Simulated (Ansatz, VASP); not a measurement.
# Cross-check of In2Ni3Se2 between VASP and Ansatz, part 2 of 2

One calculation is typed for both programs; each brings its own data sets and cutoff. How far apart do they land?

VASP 6.6.1 and Ansatz 0.2.0.

So far: Starting point; VASP: relaxation of cell and atoms, r2SCAN with rVV10.

## 2. VASP: relaxation of cell and atoms, r2SCAN with rVV10 (continued)

Level of this step: r2SCAN with rVV10, spin-polarised from a ferromagnetic start; plane waves and PAW (In_d, Ni, Se) (VASP).

Numbers of over 12 decimals in the logs are rounded to 6 here.

OUTCAR, selected parts (step 2):

```text
ion  position               nearest neighbor table
   1  0.000  0.000  0.000-   3 2.83   3 2.83   5 2.83   4 2.83   4 2.83   5 2.83   7 3.21   6 3.21
                             7 3.21   6 3.21   7 3.21   6 3.21   2 3.92   2 3.92   2 3.92   2 3.92
   2  0.500  0.500  0.500-   4 2.71   5 2.71   5 2.71   4 2.71   3 2.71   3 2.71   6 3.07   7 3.07
                             1 3.92   1 3.92   1 3.92   1 3.92   1 3.92   1 3.92
   3  0.000  0.000  0.500-   6 2.27   7 2.27   4 2.71   5 2.71   4 2.71   5 2.71   2 2.71   2 2.71
                             1 2.83   1 2.83
   4  0.000  0.500  0.000-   6 2.27   7 2.27   2 2.71   3 2.71   3 2.71   2 2.71   5 2.71   5 2.71
                             1 2.83   1 2.83
   5  0.500  0.000  0.000-   6 2.27   7 2.27   2 2.71   3 2.71   2 2.71   3 2.71   4 2.71   4 2.71
                             1 2.83   1 2.83
   6  0.283  0.283  0.283-   4 2.27   5 2.27   3 2.27   2 3.07   1 3.21   1 3.21   1 3.21
   7  0.717  0.717  0.717-   4 2.27   5 2.27   3 2.27   2 3.07   1 3.21   1 3.21   1 3.21

  LATTYP: Found a trigonal (rhomboedric) cell.
 ALAT       =     5.6610174529
 COS(alpha) =     0.5416406948

 Subroutine GETGRP returns: Found 12 space group operations
 (whereof 12 operations were pure point group operations)

The static configuration has the point symmetry D_3d.

 Found     19 irreducible k-points:

   k-points           NKPTS =     19   k-points in BZ     NKDIM =     19   number of bands    NBANDS=     47

   dimension x,y,z NGX =    42 NGY =   42 NGZ =   42
   dimension x,y,z NGXF=    84 NGYF=   84 NGZF=   84

   ENCUT  =  520.0 eV  38.22 Ry    6.18 a.u.  10.53 10.53 10.53*2*pi/ulx,y,z

   NELECT =      68.0000    total number of electrons

 k-points in reciprocal lattice and weights: Automatic mesh
   0.00000000  0.00000000  0.00000000       0.008
   0.20000000 -0.00000000  0.00000000       0.048
   0.40000000  0.00000000  0.00000000       0.048
   0.20000000  0.20000000  0.00000000       0.048
   0.40000000  0.20000000  0.00000000       0.096
  -0.40000000  0.20000000  0.00000000       0.096
  -0.20000000  0.20000000  0.00000000       0.048
   0.40000000  0.40000000  0.00000000       0.048
  -0.40000000  0.40000000  0.00000000       0.048
[...]
0.40000000  0.40000000  0.40000000       0.016
  -0.40000000  0.40000000  0.40000000       0.048

 average (electrostatic) potential at core
       1 -98.9841       2 -98.7521       3 -88.5547       4 -88.5547       5 -88.5547
       6 -55.4482       7 -55.4482

 E-fermi :   8.0101

 spin component 1
 k-point     1 :       0.0000    0.0000    0.0000
  band No.  band energies     occupation
    ...
     32       6.7913      1.00000
     33       6.7913      1.00000
     34       7.4100      0.99999
     35       7.6004      0.99972
     36       7.6004      0.99972
     37       8.2787      0.00462
     38       8.5954      0.00001
     39      11.8815      0.00000
     40      11.8815      0.00000
     41      13.4894      0.00000
    ...

 k-point     2 :       0.2000   -0.0000    0.0000
  band No.  band energies     occupation
    ...
     31       6.5636      1.00000
     32       6.8896      1.00000
     33       7.1001      1.00000
     34       7.6524      0.99922
     35       7.8930      0.91231
     36       8.1259      0.08975
     37       8.8403      0.00000
     38       9.8226      0.00000
     39      12.1577      0.00000
     40      12.2140      0.00000
    ...

 k-point     3 :       0.4000    0.0000    0.0000
  band No.  band energies     occupation
    ...
     30       6.4600      1.00000
     31       6.6510      1.00000
     32       6.7715      1.00000
     33       7.6485      0.99928
     34       7.8624      0.95048
     35       8.4069      0.00036
     36       9.2654      0.00000
     37       9.5144      0.00000
     38      10.8569      0.00000
     39      11.6134      0.00000
    ...

 k-point     4 :       0.2000    0.2000    0.0000
  band No.  band energies     occupation
    ...
     30       6.5718      1.00000
     31       6.7046      1.00000
     32       6.8571      1.00000
     33       6.9840      1.00000
     34       7.4220      0.99999
     35       8.3208      0.00200
     36       8.7069      0.00000
     37       8.9800      0.00000
     38       9.7419      0.00000
     39      11.7099      0.00000
    ...

 k-point     5 :       0.4000    0.2000    0.0000
  band No.  band energies     occupation
    ...
     30       6.6326      1.00000
     31       6.6569      1.00000
     32       6.9013      1.00000
     33       7.1671      1.00000
     34       7.5832      0.99980
     35       8.6202      0.00001
     36       9.6538      0.00000
     37       9.8467      0.00000
     38      10.4186      0.00000
     39      11.3175      0.00000
    ...

 k-point     6 :      -0.4000    0.2000    0.0000
  band No.  band energies     occupation
    ...
     29       6.4232      1.00000
     30       6.5263      1.00000
     31       6.6919      1.00000
     32       6.8143      1.00000
     33       7.2114      1.00000
     34       8.0537      0.29468
     35       8.4391      0.00019
     36       9.2974      0.00000
     37      10.3290      0.00000
     38      10.9294      0.00000
    ...

  Total       -0.0240910     -0.0240910     -0.0326879      0.0000000     -0.0000000     -0.0000000
  in kB       -0.3252480     -0.3252480     -0.4413141      0.0000000     -0.0000000     -0.0000000
  external PRESSURE =      -0.3639367 kB  Pullay stress =       0.0000000 kB

  energy-cutoff  :      520.00
  volume of cell :      118.67
      direct lattice vectors                 reciprocal lattice vectors
     2.696654067  1.556913951  4.710955480     0.185414958  0.107049376  0.070757054
    -2.696654067  1.556913951  4.710955480    -0.185414958  0.107049376  0.070757054
    -0.000000000 -3.113827903  4.710955480     0.000000000 -0.214098752  0.070757054

 POSITION                                       TOTAL-FORCE (eV/Angst)
 -----------------------------------------------------------------------------------
      0.00000     -0.00000      0.00000         0.000000      0.000000     -0.000000
     -0.00000      0.00000      7.06643         0.000000      0.000000     -0.000000
     -0.00000     -1.55691      2.35548        -0.000000      0.000000     -0.000000
     -1.34833      0.77846      2.35548         0.000000      0.000000     -0.000000
      1.34833      0.77846      2.35548         0.000000     -0.000000     -0.000000
     -0.00000      0.00000      4.00085         0.000000     -0.000000     -0.008082
     -0.00000      0.00000     10.13201        -0.000000      0.000000      0.008082
 -----------------------------------------------------------------------------------
    total drift:                               -0.000000      0.000000     -0.000000

  FREE ENERGIE OF THE ION-ELECTRON SYSTEM (eV)
  ---------------------------------------------------
  free  energy   TOTEN  =      -110.5317880015 eV

  energy  without entropy=     -110.5077540719  energy(sigma->0) =     -110.51977104

 reached required accuracy - stopping structural energy minimisation

 total charge
# of ion       s       p       d       tot
------------------------------------------
    1        0.884   0.559   9.882  11.325
    2        0.931   0.629   9.882  11.441
    3        0.436   0.513   8.476   9.424
    4        0.436   0.513   8.476   9.424
    5        0.436   0.513   8.476   9.424
    6        1.460   2.396   0.089   3.944
    7        1.460   2.396   0.089   3.944
--------------------------------------------------
tot          6.042   7.517  45.370  58.929

 magnetization (x)
# of ion       s       p       d       tot
------------------------------------------
    1       -0.000   0.000  -0.000  -0.000
    2        0.000  -0.000   0.000   0.000
    3       -0.000  -0.000   0.000   0.000
    4       -0.000  -0.000   0.000   0.000
    5       -0.000  -0.000   0.000   0.000
    6        0.000   0.000   0.000   0.000
    7        0.000   0.000   0.000   0.000
--------------------------------------------------
tot          0.000   0.000   0.000   0.000

[... 1 further part left out ...]
```

The k-mesh is coarse for a metal. The run keeps the 12 symmetry operations of its start, so it cannot find a distortion of lower symmetry.

## 3. Ansatz: relaxation of cell and atoms, r2SCAN with rVV10

Ansatz runs on its default PAW (the set named soft_2) files.

The same cell, functional, mesh and smearing now go to Ansatz, which takes its cutoff from its data sets.

File input.yaml:

```yaml
crystal:
  lattice:
    - [2.7100825649, 1.5646668984, 4.7174557328]
    - [-2.7100825649, 1.5646668984, 4.7174557328]
    - [0.0, -3.1293337967, 4.7174557328]
  atoms:
    - { symbol: In, position: [0.0, 0.0, 0.0] }
    - { symbol: In, position: [0.5, 0.5, 0.5] }
    - { symbol: Ni, position: [0.0, 0.0, 0.5], spin: 1.0 }
    - { symbol: Ni, position: [0.0, 0.5, 0.0], spin: 1.0 }
    - { symbol: Ni, position: [0.5, 0.0, 0.0], spin: 1.0 }
    - { symbol: Se, position: [0.28279148, 0.28279148, 0.28279148] }
    - { symbol: Se, position: [0.71720852, 0.71720852, 0.71720852] }
hamiltonian:
  xc: r2scan
  pseudopotentials: { kind: paw }
  dispersion: rvv10
magnetization:
  spin_polarized: true
kpoints:
  mp_grid: { grid: [5, 5, 5] }
scf:
  occupations: { method: fermi_dirac, width: 0.05 }
relax:
  f_tol: 0.01
  max_steps: 60
  cell: { stress_tol: 0.05 }
output:
  forces: true
  stress: true
```

Run with:

```bash
$ ansatz run input.yaml --threads 4 --pin off --max-ram 9216MiB --backend cpu --events-out ev --progress --plain --runs-dir out
```

Output:

```text
Engine: ansatz 0.2.0, aarch64-unknown-linux-gnu
Pseudopotentials: kind: paw
Pseudopotential: In, paw, valence charge 13, recommended cutoff 500 eV (meta_gga), In.paw.azcp
Pseudopotential: Ni, paw, valence charge 18, recommended cutoff 500 eV (meta_gga), Ni.paw.azcp
Pseudopotential: Se, paw, valence charge 16, recommended cutoff 500 eV (meta_gga), Se.paw.azcp
Functional definition: r2SCAN+rVV10
  parameter k0 = 0.174
  parameter k1 = 0.065
  parameter a1 = 4.9479
  exchange = r2scan_x(k0 = k0, k1 = k1, a1 = a1)
  correlation = r2scan_c + rvv10(11.95, 0.0093)
Crystal: 7 atoms, lattice volume = 120.023 Å³
Basis set: ecut = 500 eV, 3059 PW (Γ), exchange–correlation on 192×192×192 points (64 copies of the dense FFT grid, shifted against one another)
Bands: 69, of which v1, the nominal top of the filled ones, is band 56 counted from 1 (55 counted from 0)
Symmetry: 12 space group operations
Space group: R-3m (ITA 166), of the structure as read, at distance tolerance 4.9e-5 Å
Magnetic group: BNS 166.97 (UNI 1327), of the structure as read, at distance tolerance 4.9e-5 Å
k-points: 19 of 125
Non-local potential: In, projectors of the file, l = 0: 2, l = 1: 2, l = 2: 2, l = 3: 2
Non-local potential: Ni, projectors of the file, l = 0: 3, l = 1: 2, l = 2: 3, l = 3: 1
Non-local potential: Se, projectors of the file, l = 0: 2, l = 1: 2, l = 2: 3, l = 3: 1
PAW form: soft (Blöchl's): semilocal exchange-correlation on the pseudo side does not see the compensation charge
rVV10 density: all electrons in the spheres
PAW frozen core: In, regenerated for the run's functional (the file was generated under x = pbe(κ = 0.804, μ = 0.219515), c = pbe(β = 0.066725))
PAW frozen core: Ni, regenerated for the run's functional (the file was generated under x = pbe(κ = 0.804, μ = 0.219515), c = pbe(β = 0.066725))
PAW frozen core: Se, regenerated for the run's functional (the file was generated under x = pbe(κ = 0.804, μ = 0.219515), c = pbe(β = 0.066725))
PAW one-centre angular grid: In, 590 points (default); XC on 289 of its mesh's 2783 points in the sphere
PAW one-centre angular grid: Ni, 590 points (default); XC on 160 Gauss nodes
PAW one-centre angular grid: Se, 590 points (default); XC on 160 Gauss nodes
Initial density: superposition of atomic densities (chi_scale 0.1, normalization cell, long waves kept (reshape's long-wave potential 0.01 eV rms))
Starting moments: Σ|m| = 3 μB on 3 of 7 sites
Initial wavefunctions: pseudopotential atomic-orbital guess
Functional: x = r2scan, c = r2scan + rvv10(b = 11.95, C = 0.0093); τ floored in thin density (d = 2e-4 eV/Å³)
SCF iter   1: F=—  HF=-39703.455929 eV  |F-HF|=—  |Δ(HF+E_count)|=         —  Δρ=1.08e-1 (↑5.01e-2 ↓1.08e-1)  dr2=3.29e1  dr2_τ=6.46e-2  dr2_m=1.09e0  M=1.197 μB ∫|m|=1.782 μB  β_m=0.50  ethr=3.10e-3  ⟨swp⟩=5.6  Hψ=8961  notcnv=0  defer=18
Mixer restart at iter 1: flushing history
preconditioner: auto → Kerker (q_TF=auto, 2.697 Å⁻¹)  [metal: Δε(μ)=0.034 eV  Ē_g=12.269 eV  σ=0.050 eV  W_gap=0.17  n_scr=46 (ndim 8)  ℏωp=27.9 eV  f_vac=0.000  D(μ)=2.86/eV (n_scr^D=14)]
spin=Collinear: Kerker preconditioning applied to the charge; magnetization (m = ρ↑ − ρ↓) channel mixes plain (no charge-response kernel on spin).
SCF iter   2: F=—  HF=-39707.643445 eV  |F-HF|=—  |Δ(HF+E_count)|=    4.19e0  Δρ=4.35e-2 (↑2.11e-2 ↓4.35e-2)  dr2=9.80e0  dr2_τ=1.88e-2  dr2_m=2.71e-1  M=1.258 μB ∫|m|=1.815 μB  β_m=1.00  ethr=3.10e-3  ⟨swp⟩=3.0  Hψ=5761  notcnv=0  defer=152  κ⁻¹=1.0e0(r=1)
SCF iter   3: F=—  HF=-39709.094773 eV  |F-HF|=—  |Δ(HF+E_count)|=    1.45e0  Δρ=2.61e-2 (↑1.58e-2 ↓2.61e-2)  dr2=5.41e0  dr2_τ=4.25e-3  dr2_m=7.17e-2  M=0.998 μB ∫|m|=1.614 μB  β_m=0.30  ethr=3.10e-3  ⟨swp⟩=2.4  Hψ=3426  notcnv=0  defer=154  κ⁻¹=3.3e-2(r=2)
SCF iter   4: F=—  HF=-39707.771020 eV  |F-HF|=—  |Δ(HF+E_count)|=    1.32e0  Δρ=2.22e-2 (↑1.55e-2 ↓2.22e-2)  dr2=8.72e-1  dr2_τ=3.66e-3  dr2_m=8.97e-2  M=0.424 μB ∫|m|=1.193 μB  β_m=0.30  ethr=3.10e-3  ⟨swp⟩=3.0  Hψ=4184  notcnv=0  defer=162  κ⁻¹=3.5e-3(r=3)
SCF iter   5: F=—  HF=-39708.079341 eV  |F-HF|=—  |Δ(HF+E_count)|=   3.08e-1  Δρ=1.66e-2 (↑1.14e-2 ↓1.66e-2)  dr2=4.80e-1  dr2_τ=3.61e-3  dr2_m=4.68e-2  M=0.293 μB ∫|m|=0.876 μB  β_m=1.00  ethr=7.79e-4  ⟨swp⟩=3.0  Hψ=5074  notcnv=0  defer=166  κ⁻¹=1.9e-3(r=4)
SCF iter   6: F=—  HF=-39709.089178 eV  |F-HF|=—  |Δ(HF+E_count)|=    1.01e0  Δρ=7.75e-3 (↑7.75e-3 ↓4.62e-3)  dr2=1.64e-1  dr2_τ=2.59e-4  dr2_m=4.00e-3  M=0.412 μB ∫|m|=0.701 μB  β_m=0.86  ethr=4.29e-4  ⟨swp⟩=3.0  Hψ=4709  notcnv=0  defer=166  κ⁻¹=4.3e-4(r=5)
SCF iter   7: F=—  HF=-39709.092173 eV  |F-HF|=—  |Δ(HF+E_count)|=         —  Δρ=4.36e-3 (↑4.36e-3 ↓2.85e-3)  dr2=6.16e-2  dr2_τ=1.22e-4  dr2_m=1.56e-3  M=0.336 μB ∫|m|=0.565 μB  β_m=1.00  ethr=1.46e-4  ⟨swp⟩=2.0  Hψ=3319  notcnv=0  defer=166
Mixer restart at iter 7: flushing history
SCF iter   8: F=—  HF=-39709.093903 eV  |F-HF|=—  |Δ(HF+E_count)|=   1.73e-3  Δρ=2.99e-3 (↑2.99e-3 ↓2.01e-3)  dr2=2.96e-2  dr2_τ=1.42e-4  dr2_m=9.96e-4  M=0.310 μB ∫|m|=0.521 μB  β_m=1.00  ethr=5.50e-5  ⟨swp⟩=1.9  Hψ=2697  notcnv=0  defer=166  κ⁻¹=1.0e0(r=1)
[...]
WARN: the starting moments were not kept: the SCF closed with an absolute magnetisation of 1.4e-4 μB, where they sum to 3 μB in size (3 sites). That is at most 0.1 of that sum. Measured as dr2_m measures the in/out step, that magnetisation stands 1.1e-8 eV from none, at or under the dr2_threshold of 1.0e-7 eV: it is no larger than a step whose dr2_m would equal this threshold. The system may hold no moment; this SCF  [...]
SCF 1 converged in 28 iterations: F = -39709.111344 eV  dr2 = 7.55e-11
  greatest PAW one-centre occupation: 1.001 electrons in one spin orbital (limit 2), on the Ni atom at site 2 (counted from 0), in its partial waves of l = 1
relax step   1: F+E_penalty+E_count = -39709.11134398 eV  Δ(F+E_penalty+E_count) = +0.000e0 eV  max|allowed force component| = 8.483e-2 eV/Å  Δτ_max = 0.0000 Å  P = -1.500 GPa  Ω = 120.023 Å³  (28 SCF iters, dr2 threshold 1.00e-7 eV, accepted)
[...]
relax step   2: F+E_penalty+E_count = -39709.11684210 eV  Δ(F+E_penalty+E_count) = -5.498e-3 eV  max|allowed force component| = 1.388e-1 eV/Å  Δτ_max = 0.0218 Å  P = +0.517 GPa  Ω = 117.102 Å³  energy of the carried Pulay correction = +1.404e-3 eV  (14 SCF iters, dr2 threshold 7.00e-7 eV, accepted)
[...]
relax step   3: F+E_penalty+E_count = -39709.12092840 eV  Δ(F+E_penalty+E_count) = -4.086e-3 eV  max|allowed force component| = 2.680e-2 eV/Å  Δτ_max = 0.0176 Å  P = +0.015 GPa  Ω = 118.166 Å³  energy of the carried Pulay correction = +8.883e-4 eV  (11 SCF iters, dr2 threshold 7.00e-7 eV, accepted)
[...]
relax step   4: F+E_penalty+E_count = -39709.12105012 eV  Δ(F+E_penalty+E_count) = -1.217e-4 eV  max|allowed force component| = 1.215e-2 eV/Å  Δτ_max = 0.0008 Å  P = +0.013 GPa  Ω = 118.129 Å³  energy of the carried Pulay correction = +9.063e-4 eV  (9 SCF iters, dr2 threshold 6.92e-8 eV, accepted)
[...]
relax step   5: F+E_penalty+E_count = -39709.12111556 eV  Δ(F+E_penalty+E_count) = -6.545e-5 eV  max|allowed force component| = 5.249e-4 eV/Å  Δτ_max = 0.0004 Å  P = +0.002 GPa  Ω = 118.108 Å³  energy of the carried Pulay correction = +9.166e-4 eV  (9 SCF iters, dr2 threshold 2.83e-8 eV, accepted)
[...]
relax step   6: F+E_penalty+E_count = -39709.12021586 eV  Δ(F+E_penalty+E_count) = +8.997e-4 eV  max|allowed force component| = 4.584e-4 eV/Å  Δτ_max = 0.0000 Å  P = -0.007 GPa  Ω = 118.108 Å³  stress off target by 1.07e-2 GPa  SCF on the basis re-selected at this cell (its energy is not comparable with the rows above)  (15 SCF iters)
basis re-selected at this cell: Δ(F+E_penalty+E_count) = +8.997e-4 eV, ΔP = -0.008 GPa vs the last step (what re-selecting the basis moved, of the pressure what is left beyond the Pulay correction that the steps carried, after the strain that the cell walked since its last selection, with what the two solves' SCF thresholds leave and, on support functions, any second-order correction that the steps lacked; it is no m [...]
SCF converged after 15 iterations
Stability not checked: this state was not tested for a lower state beside it, because the mixer in use, unlike msr1, does not test its closes by its own steps (another_mixer; see scf.mixing.algorithm and scf.lower_state_search)
Magnetization: 0.0000 μB (56.0000 up, 56.0000 down)
Absolute magnetization: 0.0000 μB (∫|ρ↑−ρ↓|, with the PAW one-centre terms)
Spin contamination: 0.0000 ħ² per cell (⟨S²⟩ above its minimum at these occupations)
Per-site moments (μB) at R_I (Å): [(-2.4555612350515873e-8, 1.163082), (1.1487110468101442e-8, 1.110398), (4.250113213848825e-7, 0.933389), (4.2501132121425804e-7, 0.933389), (4.2501132114942624e-7, 0.933389), (3.1960766029410263e-8, 0.933389), (3.196076599378429e-8, 0.933389)]
Free energy (F): -39709.120216 eV
Harris-Foulkes:  -39709.120216 eV  (|F-HF|=0.00e0)
Internal energy: -39709.096016 eV  (E = F + TS)
E sigma→0 (E₀):  -39709.108116 eV
Entropy (-TS):   -0.024199 eV (-3.457 meV/atom)
Fermi energy:    13.643206 eV
--- Per-component energies (eV) ---
  E_band       = -1783.026623
  E_kinetic    = 1580.288841
  E_local      = -19907.276478  (includes V_loc(G=0)·N_el)
  E_nonlocal   = 1481.888978
  E_hartree    = 8853.530321
  E_xc         = -827.403772
  E_vxc        = -775.314762  (∫ρ·V_xc dr)
  E_paw        = -17165.941715  (= ΣΔE_a)
  E_vpaw       = -1920.607543  (= ΣTr[D̂ρ^β])
  E_aug_tail   = 0.000177  (compensation charges beyond the density's cutoff)
  E_vtau       = 50.933306  (kinetic-family band-sum trace: ∫τ·v_τ [+ j·A + Jᵃ·Aᵃ] dr)
  E_ewald      = -13721.683715
  E_core_change = -2.498655  (= ΣΔE_core)
  E_smearing   = -0.024199  (= −TS)
  E_closure    = 0.000000  (closes the sum)
  Σ components = -39709.120216   (vs F -39709.120216, Δ=0.00e0)
--- Forces (eV/Å), atoms counted from 1 ---
  atom   1  In    -0.00000000     0.00000000    -0.00000000
  atom   2  In    -0.00000000     0.00000000    -0.00000000
  atom   3  Ni     0.00000000     0.00000000     0.00000000
  atom   4  Ni     0.00000000     0.00000000     0.00000000
  atom   5  Ni     0.00000000     0.00000000     0.00000000
  atom   6  Se    -0.00000000    -0.00000000    -0.00045840
  atom   7  Se     0.00000000     0.00000000     0.00045840
  max |Σ_I F_I| component: 9.65e-30 eV/Å
--- Stress (GPa, compression-positive) ---
       -0.010666      -0.000000      -0.000000
       -0.000000      -0.010666       0.000000
       -0.000000       0.000000       0.001202
  P = ⅓ Tr σ = -0.0067 GPa (-0.067 kbar)
--- Relaxed structure (5 steps of the walk, 5 accepted, 1 SCFs on fresh bases) ---
  F+E_penalty+E_count = -39709.12021586 eV   max|allowed force component| = 4.584e-4 eV/Å   (the final SCF, on the basis selected at the relaxed cell)
  cell:  # Å, volume = 118.1075 Å³
    - [2.691875, 1.554155, 4.705190]
    - [-2.691875, 1.554155, 4.705190]
    - [0, -3.108310, 4.705190]
  atoms:
    - { symbol: In, position: [0, 0, 0] }
    - { symbol: In, position: [0.500000, 0.500000, 0.500000] }
    - { symbol: Ni, position: [-2.7755575615628914e-17, -2.7755575615628914e-17, 0.5] }
    - { symbol: Ni, position: [-2.7755575615628914e-17, 0.5, 0.0] }
    - { symbol: Ni, position: [0.5, -2.7755575615628914e-17, 0.0] }
    - { symbol: Se, position: [0.283176, 0.283176, 0.283176] }
    - { symbol: Se, position: [0.716824, 0.716824, 0.716824] }
```

Wall time 3.8 min (4 threads of Arm Neoverse N1, shared host); peak memory 1.3 GiB.

## 4. Side by side

Known differences besides the potentials themselves: VASP keeps PBE cores, Ansatz makes them for the functional; both relaxations stop at a tolerance, which leaves soft axes loose, and VASP keeps its plane-wave basis; the data sets hold 112 valence electrons in Ansatz (default PAW (the set named soft_2) files) and 68 in VASP; the cutoff is 500 eV in Ansatz and 520 eV in VASP; Ansatz adds a Pulay correction to the stress that steers its cell, VASP none. Total energies have different zeros and are not compared.

Both answers:

| quantity | Ansatz | VASP | difference |
| --- | --- | --- | --- |
| volume (Å³) | 118.11 | 118.67 | -0.48 % |
| edge a after relaxation, in the typed setting (Å) | 5.639 | 5.647 | -0.14 % |

The walks stopped with -0.01 GPa left in Ansatz and -0.04 GPa in VASP; each walk ends within a tolerance, so the volume difference is uncertain by about these residues over the bulk modulus, most in soft cells.

## 5. Results

| Quantity | Value |
| --- | --- |
| difference in volume (relaxation of cell and atoms, r2SCAN with rVV10) | -0.48 % |

**Reading.** The difference in volume is -0.48 % (relaxation of cell and atoms, r2SCAN with rVV10), within the 1.2 % picked in this series as the mark of a large difference, as far as the stopping tolerances let one tell. How closely two codes agree says nothing of how well the functional describes the real material.

[Lines on the potential files, build, host, timing and source positions are cut from VASP's logs without a mark.]

[Logs are printed without paths, hosts, clocks, repeated set-up lines and the standing remarks that a program may print on its own settings, such as how far it seeks lower states.]

[Hosts, paths, dates, database ids (printed as entryN), source tags and the programs' standing remarks are cut or masked in the printed files.]
